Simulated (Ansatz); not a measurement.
# SnO2: further runs on the relaxed cell

The task here is to estimate one member of a computed series from the others.

Method: DFT LDA, scalar-relativistic, plane waves, PAW, in Ansatz 0.2.0.

1 further run of the same task is left out (set aside as unsound or not needed). Runs told in other sessions of the task aren't counted.

### The system as given

It takes space group Pbcn (No. 60, orthorhombic). The conventional cell has a = 4.703 Å, b = 5.695 Å, c = 5.204 Å, α = 90.00°, β = 90.00°, γ = 90.00°. Around Sn (site symmetry 2) lie 6 O at 2.02 to 2.10 Å. Around O (site symmetry 1) lie 3 Sn at 2.02 to 2.10 Å.

Structure file:

```
CELL_PARAMETERS angstrom
4.70345 0.00000 0.00000
0.00000 5.69517 0.00000
0.00000 0.00000 5.20433
ATOMIC_POSITIONS crystal
Sn 0.50000 0.66732 0.75000
Sn 0.00000 0.83268 0.25000
Sn 0.50000 0.33268 0.25000
Sn 0.00000 0.16732 0.75000
O 0.73102 0.60491 0.07763
O 0.23102 0.89509 0.92237
O 0.76898 0.89509 0.57763
O 0.26898 0.60491 0.42237
O 0.73102 0.39509 0.57763
O 0.23102 0.10491 0.42237
O 0.76898 0.10491 0.07763
O 0.26898 0.39509 0.92237
```

It goes back to an entry of the Materials Project, which need not be the stable form.

This cell was relaxed beforehand with the same method: volume 11.62 Å³/atom, gap on the mesh 1.50 eV.

The first run:

input.yaml reads:

```yaml
crystal:
  lattice:
    - [4.6559394245, 0.0, 0.0]
    - [0.0, 5.6376420222, 0.0]
    - [0.0, 0.0, 5.1517569496]
  atoms:
    - { symbol: Sn, position: [0.5, 0.6673206257, 0.75] }
    - { symbol: Sn, position: [0.0, 0.8326793743, 0.25] }
    - { symbol: Sn, position: [0.5, 0.3326793743, 0.25] }
    - { symbol: Sn, position: [0.0, 0.1673206257, 0.75] }
    - { symbol: O, position: [0.731020714, 0.6049099344, 0.0776301518] }
    - { symbol: O, position: [0.231020714, 0.8950900656, 0.9223698482] }
    - { symbol: O, position: [0.768979286, 0.8950900656, 0.5776301518] }
    - { symbol: O, position: [0.268979286, 0.6049099344, 0.4223698482] }
    - { symbol: O, position: [0.731020714, 0.3950900656, 0.5776301518] }
    - { symbol: O, position: [0.231020714, 0.1049099344, 0.4223698482] }
    - { symbol: O, position: [0.768979286, 0.1049099344, 0.0776301518] }
    - { symbol: O, position: [0.268979286, 0.3950900656, 0.9223698482] }
basis:
  ecutwfc: 420
kpoints:
  mp_grid: { grid: [6, 6, 6] }
hamiltonian:
  xc: lda
scf:
  occupations: { method: gaussian, width: 0.02 }
output:
  forces: true
  stress: true
  eigenvalues: true
relax:
  adjacent_minimum: "off"
  f_tol: 0.01
  max_steps: 30
  cell: { stress_tol: 0.1, fix: [volume] }
```

The run is started by

```
ansatz run input.yaml --threads 2 --pin off --max-ram 5120MiB --backend cpu --events-out ev --progress --plain --runs-dir out
```

Steps of the session up to this table: Point at V/V0 = 0.97; Volume × 1.03; The cell scaled to 0.94 of its volume; Point at V/V0 = 1.06; Point at V/V0 = 0.91; Point at V/V0 = 1.10; Point at V/V0 = 0.88.

One table of the session follows, with a row left open; its other results are not shown here.

It belongs to the step «Fit of the equation of state». 

| volume (Å³/atom) | energy above the lowest point (meV/atom) | pressure (GPa) | gap on the mesh (eV) |
| --- | --- | --- | --- |
| 10.223 | 123.3 | 30.17 | 2.66 |
| 10.572 | 66.7 | 21.81 | 2.43 |
| 10.920 | 28.3 | 13.66 | 2.13 |
| 11.269 | 6.7 | 6.35 | 1.82 |
| 11.617 | 0.0 | -0.02 | 1.50 |
| 11.966 | 6.1 | -5.46 | 1.18 |
| 12.314 | ? | ? | ? |
| 12.779 | 60.2 | -15.17 | 0.48 |

Estimate the missing values for volume (Å³/atom) = 12.314.

Worked estimate for «energy above the lowest point (meV/atom)». A straight line through the neighbours (11.966, 6.1) and (12.779, 60.2) gives 6.1 + (60.2 − 6.1) × (12.314 − 11.966) / (12.779 − 11.966) = 29.3; a parabola fitted to 3 rows on both sides gives 22.4.

**Answer.** energy above the lowest point (meV/atom): 23.2; pressure (GPa): -10.11; gap on the mesh (eV): 0.86. In «energy above the lowest point (meV/atom)» the line misses by +6.1 and the parabola by -0.8.
